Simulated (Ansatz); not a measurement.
A: IrO₂ (rutile), a = 4.472 Å, b = 4.472 Å, c = 3.154 Å, α = 90.00°, β = 90.00°, γ = 90.00°
B: Ti3SiC2 (MAX-312 type, space group P6_3/mmc), a = b = 3.042 Å, c = 17.577 Å, α = β = 90.00°, γ = 120.00°
C: Al2O3 (corundum), a = 4.774 Å, b = 4.774 Å, c = 13.015 Å, α = 90.00°, β = 90.00°, γ = 120.00°

Scan: energy against volume (even scaling of the relaxed cell, symmetry kept). All come from one method, each on a k mesh of its own. All were relaxed with their symmetry unable to fall. IrO2 is run without spin polarisation and with no Hubbard U. Spin-orbit coupling is left out. Ti3SiC2 is run without spin polarisation.

### Question
Rank these by bulk modulus at fixed cell shape (fitted) (lowest first), as PBEsol (plane waves to 420 eV, PAW, scalar-relativistic; Ansatz, an electronic-structure program) gives it.

### Answer
B (196 GPa), C (242 GPa), A (306 GPa)

(A scan under strain: stresses follow from slopes of the energy per volume, elastic moduli from its curvatures.)
